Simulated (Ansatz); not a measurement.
Bi2TeSe2 (Skippenite):

```
CELL_PARAMETERS angstrom
2.09150 1.20753 9.71233
-2.09150 1.20753 9.71233
0.00000 -2.41506 9.71233
ATOMIC_POSITIONS crystal
Bi 0.60194 0.60194 0.60194
Bi 0.39806 0.39806 0.39806
Te 0.00000 0.00000 0.00000
Se 0.78840 0.78840 0.78840
Se 0.21160 0.21160 0.21160
```

```yaml
Program: Ansatz 0.2.0
Task: relaxation of cell and atoms
Functional: PBEsol
Dispersion: D3(BJ)
Potentials_or_basis: Ansatz PAW
Cutoff: "420 eV (not typed: the program's choice for these potentials)"
k_mesh: 7 × 7 × 7
Occupations: fermi-dirac, width 0.05 eV
Spin: no spin polarisation
```

At the start: volume 29.43 Å³/atom.

Task: How do energy, volume and symmetry change on relaxing?

Result: It ends after 7 steps and the volume is 28.24 Å³/atom (-4.0 %); space group R-3m (No. 166, to 0.05 Å).

Step by step:
```tsv
step	energy change (eV)	largest force (eV/Å)	volume (Å³)
1	0.0000	1.7905	147.17
2	-0.2892	0.5048	147.43
3	-0.3729	0.0323	141.13
4	-0.3780	0.0426	141.30
5	-0.3784	0.0183	141.16
6	-0.3785	0.0005	141.22
7	-0.3775	0.0005	141.22
```

Final structure:
```
Bi Te Se
1.0
     2.08364    1.20299    9.39008
    -2.08364    1.20299    9.39008
     0.00000   -2.40598    9.39008
Bi Te Se
2 1 2
Cartesian
  0.0000 0.0000 16.6999
  0.0000 0.0000 11.4704
  0.0000 0.0000 0.0000
  0.0000 0.0000 22.3881
  0.0000 0.0000 5.7822
```

Caveat: the plane-wave basis is chosen anew once the cell has moved, so the energies of steps on either side of that aren't comparable; the PAW data sets come from PBE, with cores solved anew for the run's functional, which leaves a small shift of forces and pressure.
